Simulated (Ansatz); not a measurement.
Runs of Ansatz 0.2.0 on Hf. It takes space group Fm-3m (No. 225, cubic). The conventional cell has a = 4.440 Å, b = 4.440 Å, c = 4.440 Å, α = 90.00°, β = 90.00°, γ = 90.00°. Hf (site symmetry m-3m) is surrounded by 12 Hf at 3.14 Å. This isn't the form of Hf at room conditions, which is hcp.

```csv
task,level,spin,cell,k mesh,points for each segment of the path,gap on the mesh (eV),pressure (GPa)
band structure,LDA,off,as given,10 × 10 × 10,14,none,-5.7
band structure,PBEsol,"SOC, no magnetisation",as given,7 × 7 × 7,14,none,-1.6
band structure,revPBE,off,as given,10 × 10 × 10,14,none,5.2
relaxation of cell and atoms,PBEsol,off,relaxed,10 × 10 × 10,-,none,0.0
band structure,LDA,"SOC, no magnetisation",as given,7 × 7 × 7,14,none,(a)
```

Alike in all rows: potentials or basis Ansatz PAW; cutoff (eV) 420; smearing fermi-dirac 0.05 eV.

Q: Estimate the missing entries.

A: (a) -5.6.

Caveats: the PAW data sets come from PBE, with cores solved anew for the run's functional, which leaves a small shift of forces and pressure; spin-orbit coupling is left out, which moves the levels of the heavy elements (some runs); the plane-wave basis is chosen anew once the cell has moved, so the energies of steps on either side of that aren't comparable (some runs).

A k mesh can miss the band edges, and rows without SOC leave out spin-orbit coupling on Hf.

A gap of «none» marks a metal or a gap under the smearing width.

Runs at the PBE level aren't shown here.
